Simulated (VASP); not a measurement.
# C2H2 in VASP: settings compared, part 2 of 2

VASP 6.6.1. Earlier steps stand in the parts before.

**4. Single point, PBE**

File INCAR:

```
SYSTEM = HC
PREC     = Accurate       ! precision mode
ENCUT    = 400            ! plane-wave cutoff, eV
EDIFF    = 1E-7           ! SCF threshold, eV
ISMEAR   = 0              ! smearing method
SIGMA    = 0.01           ! smearing width, eV
LREAL    = .False.        ! projectors in reciprocal space
LASPH    = .True.         ! aspherical terms in the spheres
NELM     = 100            ! most SCF steps
ALGO     = Normal         ! electronic algorithm
ISIF     = 2              ! what is computed and relaxed
LWAVE    = .False.        ! write WAVECAR
LCHARG   = .False.        ! write CHGCAR
GGA      = PE             ! functional
ISYM     = 0
```

File KPOINTS:

```
regular mesh
0
Gamma
  1 1 1
  0 0 0
```

File POSCAR:

```
HC                                      
1.0
   12.7048579379      0.0000000000      0.0000000000
    0.0000000000     13.2048579379      0.0000000000
    0.0000000000      0.0000000000     13.7048579379
  C               H             
     2     2
Selective dynamics
Direct
     0.4685424883000024    0.5212602786999980    0.4723769897000025   F   F   F
     0.5321624887197322    0.4859154358207305    0.5282569204632399   T   T   T
     0.4121181272075822    0.5526064286877093    0.4228106202030686   T   T   T
     0.5885912378430521    0.4545733934182151    0.5778047841838502   T   T   T
```

Potentials or basis: VASP PAW PBE potentials, release 64 (C, H).

Launch:

```
$ cat potpaw_PBE.64/C/POTCAR potpaw_PBE.64/H/POTCAR > POTCAR
$ mpirun -np 1 vasp_gam > vasp.out
```

OUTCAR:

```text
SYSTEM = HC
   PREC = Accurate
   ENCUT = 400
   EDIFF = 1E-7
   ISMEAR = 0
   LREAL = .False.
   LASPH = .True.
   NELM = 100
   ISIF = 2
   GGA = PE
   ISYM = 0

 ion  position               nearest neighbor table
   1  0.469  0.521  0.472-   3 1.07   2 1.21
   2  0.532  0.486  0.528-   4 1.07   1 1.21
   3  0.412  0.553  0.423-   1 1.07
   4  0.589  0.455  0.578-   2 1.07

IMPORTANT INFORMATION: All symmetrisations will be switched off!
NOSYMM: (Re-)initialisation of all symmetry stuff for point group C_1.

----------------------------------------------------------------------------------------

                                     Primitive cell

  volume of cell :    2299.2071

  direct lattice vectors                    reciprocal lattice vectors
    12.704857938  0.000000000  0.000000000     0.078710050  0.000000000  0.000000000
     0.000000000 13.204857938  0.000000000     0.000000000  0.075729705  0.000000000
     0.000000000  0.000000000 13.704857938     0.000000000  0.000000000  0.072966827

  length of vectors
    12.704857938 13.204857938 13.704857938     0.078710050  0.075729705  0.072966827

  position of ions in fractional coordinates (direct lattice)
     0.468542488  0.521260279  0.472376990
     0.532162489  0.485915436  0.528256920
     0.412118127  0.552606429  0.422810620
     0.588591238  0.454573393  0.577804784

  ion indices of the primitive-cell ions
   primitive index   ion index
                 1           1
                 2           2
                 3           3
                 4           4

----------------------------------------------------------------------------------------

 KPOINTS: regular mesh

Automatic generation of k-mesh.
 Grid dimensions read from file:
 generate k-points for:    1    1    1

 Generating k-lattice:

  Cartesian coordinates                     Fractional coordinates (reciprocal lattice)
[... 56 lines left out ...]
     AMIX_MAG =   1.60;   BMIX_MAG =  1.00
  volume/ion in A,a.u.               =     574.80      3878.95
  Fermi-wavevector in a.u.,A,eV,Ry     =   0.267228  0.504988  0.971604  0.071411
  Thomas-Fermi vector in A             =   1.102288
   LORBIT       =      0    0 simple, 1 ext, 2 COOP (PROOUT), +10 PAW based schemes
   GGA     = PE    functional components
   LHFCALC =     F    Hartree Fock is set to
   AEXX    =    0.0000 exact exchange contribution
   IVDW    =     0    specifies the selected vdW correction
   LEPSILON=     F    determine dielectric tensor
   LRPA    =     F    only Hartree local field effects (RPA)
 non-spin polarized calculation
 Gauss-broadening in eV      SIGMA  =   0.01
  energy-cutoff  :      400.00
  volume of cell :     2299.21
 maximum number of plane-waves:     20906
 NGX is ok and might be reduce to    84
   NGX = 41   NGY = 43   NGZ = 45

 number of electron      10.0000000 magnetization

 number of electron       9.9999998 magnetization

 Free energy of the ion-electron system (eV)
  ---------------------------------------------------
  ext. energy  EPLUGINS =         0.00000000
  ---------------------------------------------------
  free energy    TOTEN  =       -22.95650893 eV

  energy without entropy =      -22.95650893  energy(sigma->0) =      -22.95650893

 E-fermi :  -7.0197     XC(G=0):  -0.3801

 val. band max:       -7.1062414218   @ k =   0.0000   0.0000   0.0000
 cond. band min:      -0.3700621868   @ k =   0.0000   0.0000   0.0000
 fundamental gap:      6.7361792350
 Fermi energy:        -7.0196939585

 k-point     1 :       0.0000    0.0000    0.0000
  band No.  band energies     occupation
      1     -18.5315      2.00000
      2     -13.9462      2.00000
      3     -12.0777      2.00000
      4      -7.1064      2.00000
      5      -7.1062      2.00000
      6      -0.3701      0.00000
      7      -0.3649      0.00000
      8      -0.2590      0.00000
      9       0.1996      0.00000

------------------------ aborting loop because EDIFF is reached ----------------------------------------

  FORCE on cell =-STRESS in cart. coord.  units (eV):
  Direction    XX          YY          ZZ          XY          YZ          ZX
  --------------------------------------------------------------------------------------
  -------------------------------------------------------------------------------------
  Total       -0.4099913     -0.4293940     -0.4103871     -0.0194111     -0.0181475      0.0318143
  in kB       -0.2856980     -0.2992185     -0.2859738     -0.0135264     -0.0126459      0.0221694
  external PRESSURE =      -0.2902968 kB  Pullay stress =       0.0000000 kB

 VOLUME and BASIS-vectors are now :
 -----------------------------------------------------------------------------
  energy-cutoff  :      400.00
  volume of cell :     2299.21
      direct lattice vectors                 reciprocal lattice vectors
    12.704857938  0.000000000  0.000000000     0.078710050  0.000000000  0.000000000
     0.000000000 13.204857938  0.000000000     0.000000000  0.075729705  0.000000000
     0.000000000  0.000000000 13.704857938     0.000000000  0.000000000  0.072966827

 POSITION                                       TOTAL-FORCE (eV/Angst)
 -----------------------------------------------------------------------------------
      5.95277      6.88317      6.47386         0.003387     -0.001147      0.001870
      6.76105      6.41644      7.23969        -0.006653      0.003286     -0.005809
      5.23590      7.29709      5.79456         0.002278     -0.001174      0.002393
      7.47797      6.00258      7.91873         0.000987     -0.000965      0.001546
 -----------------------------------------------------------------------------------
    total drift:                                0.000210      0.000015     -0.000008

  FREE ENERGIE OF THE ION-ELECTRON SYSTEM (eV)
  ---------------------------------------------------
  free  energy   TOTEN  =       -22.9565089340 eV

  energy  without entropy=      -22.9565089340  energy(sigma->0) =      -22.95650893
```

OSZICAR:

```text
N       E                     dE             d eps       ncg     rms          rms(c)
DAV:   1     0.759952031833E+02    0.75995E+02   -0.20059E+03    26   0.445E+02
DAV:   2     0.171952842262E+02   -0.58800E+02   -0.58356E+02    20   0.103E+02
DAV:   3    -0.205863201878E+02   -0.37782E+02   -0.37590E+02    34   0.811E+01
[... 17 lines left out ...]
DAV:  21    -0.229565040630E+02   -0.35919E-05   -0.63933E-08    18   0.146E-03    0.437E-04
DAV:  22    -0.229565075550E+02   -0.34919E-05   -0.88385E-08    18   0.168E-03    0.389E-04
DAV:  23    -0.229565078031E+02   -0.24809E-06   -0.81720E-09    27   0.610E-04    0.137E-04
DAV:  24    -0.229565089012E+02   -0.10981E-05   -0.11176E-08    18   0.590E-04    0.477E-05
DAV:  25    -0.229565089340E+02   -0.32767E-07    0.11056E-09    20   0.109E-04
   1 F= -.22956509E+02 E0= -.22956509E+02  d E =-.282389E-34
```

Wall time 90 s (1 thread of Intel Xeon Platinum 8488C (Sapphire Rapids), shared host); peak memory 1 GiB.

What came out:

| Item | Value |
| --- | --- |
| Free energy | -22.9565 eV |
| Largest force | 0.009 eV/Å |
| Gap between the frontier levels | 6.74 eV |

Forces on the atoms (eV/Å):
```
C    0.003 -0.001  0.002
C   -0.007  0.003 -0.006
H    0.002 -0.001  0.002
H    0.001 -0.001  0.002
```

Caveat: the cutoff is under 1.25 times the usual one of these potentials, so pressure, stress and relaxed cells hold a basis-set (Pulay) error; the standard files for N, O and F lose accuracy on very short bonds. PBE gaps usually lie below the measured ones, often by a third to a half.

**5. Single point, RPBE**

Changes to INCAR since step 4:

```diff
@@ -13,3 +13,3 @@
 LCHARG   = .False.        ! write CHGCAR
-GGA      = PE             ! functional
+GGA      = RP             ! functional
 ISYM     = 0
```

KPOINTS is that of step 4.

POSCAR is that of step 4.

Launch:

```
$ cat potpaw_PBE.64/C/POTCAR potpaw_PBE.64/H/POTCAR > POTCAR
$ mpirun -np 1 vasp_gam > vasp.out
```

It took 84 s on 1 thread of Intel Xeon Platinum 8488C (Sapphire Rapids), shared host; peak memory 1 GiB.

The run converged. Its results:

```yaml
Free_energy: -22.5842 eV
Largest_force: 0.370 eV/Å
Gap_between_the_frontier_levels: 6.72 eV
```

Forces on the atoms (eV/Å):
```
C   -0.247  0.143 -0.235
C    0.244 -0.141  0.231
H   -0.007  0.004 -0.006
H    0.010 -0.006  0.010
```

Levels at points of the mesh, in eV from the valence-band top:
| k point | band 3 | band 4 | band 5 | band 6 | band 7 | band 8 |
| --- | --- | --- | --- | --- | --- | --- |
| (0.00, 0.00, 0.00) | -5.00 | 0.00 | 0.00 | 6.72 | 6.72 | 6.74 |

Caveat: the cutoff is under 1.25 times the usual one of these potentials, so pressure, stress and relaxed cells hold a basis-set (Pulay) error; the standard files for N, O and F lose accuracy on very short bonds; the PAW data sets were made with another functional, which shifts forces and pressure a little.

**6. Single point, RPBE+D3(BJ)**

Changes to INCAR since step 5:

```diff
@@ -14,2 +14,3 @@
 GGA      = RP             ! functional
+IVDW     = 12             ! dispersion correction
 ISYM     = 0
```

KPOINTS is that of step 5.

POSCAR is that of step 5.

Potentials or basis: VASP PAW PBE potentials, release 64 (C, H).

Launch:

```
$ cat potpaw_PBE.64/C/POTCAR potpaw_PBE.64/H/POTCAR > POTCAR
$ mpirun -np 1 vasp_gam > vasp.out
```

It took 94 s on 1 thread of Intel Xeon Platinum 8488C (Sapphire Rapids), shared host; peak memory 1 GiB.

The run converged. Its results:

* Free energy: -22.8072 eV
* Largest force: 0.344 eV/Å
* Gap between the frontier levels: 6.72 eV
* Dispersion energy per atom: -0.056 eV

Forces in eV/Å, atoms in the order of the input:
```
C   -0.230  0.133 -0.219
C    0.226 -0.131  0.215
H    0.010 -0.006  0.010
H   -0.007  0.003 -0.006
```

Levels at points of the mesh, in eV from the valence-band top:
| k point | band 1 | band 2 | band 3 | band 4 | band 5 | band 6 | band 7 | band 8 | band 9 |
| --- | --- | --- | --- | --- | --- | --- | --- | --- | --- |
| (0.00, 0.00, 0.00) | -11.51 | -6.91 | -5.00 | 0.00 | 0.00 | 6.72 | 6.72 | 6.74 | 7.17 |

Caveat: the cutoff is under 1.25 times the usual one of these potentials, so pressure, stress and relaxed cells hold a basis-set (Pulay) error; the standard files for N, O and F lose accuracy on very short bonds; the PAW data sets were made with another functional, which shifts forces and pressure a little.

**7. Overview**

| task | level | cell | atoms held fixed (from 0) | gap on the mesh (eV) | largest force (eV/Å) |
| --- | --- | --- | --- | --- | --- |
| relaxation of the atoms | PBE+D3(BJ) | atoms relaxed | [0] | 6.74 | - |
| vibrations by finite differences | PBE+D3(BJ) | as given | - | - | - |
| single point | PBE | as given | - | 6.74 | 0.01 |
| single point | RPBE | as given | - | 6.72 | 0.37 |
| single point | RPBE+D3(BJ) | as given | - | 6.72 | 0.34 |

Alike in all rows: potentials or basis VASP PAW PBE potentials, release 64 (C, H); no spin polarisation; k mesh 1 × 1 × 1; cutoff (eV) 400; smearing gaussian 0.01 eV.

On the cell as given the gap runs from 6.72 eV (RPBE) to 6.74 eV (PBE).

Caveats: the cutoff is under 1.25 times the usual one of these potentials, so pressure, stress and relaxed cells hold a basis-set (Pulay) error; the standard files for N, O and F lose accuracy on very short bonds; the PAW data sets were made with another functional, which shifts forces and pressure a little (some runs); some modes are imaginary (some runs).

Total energies depend on the potentials used, so only differences within one code and one set of settings carry meaning.
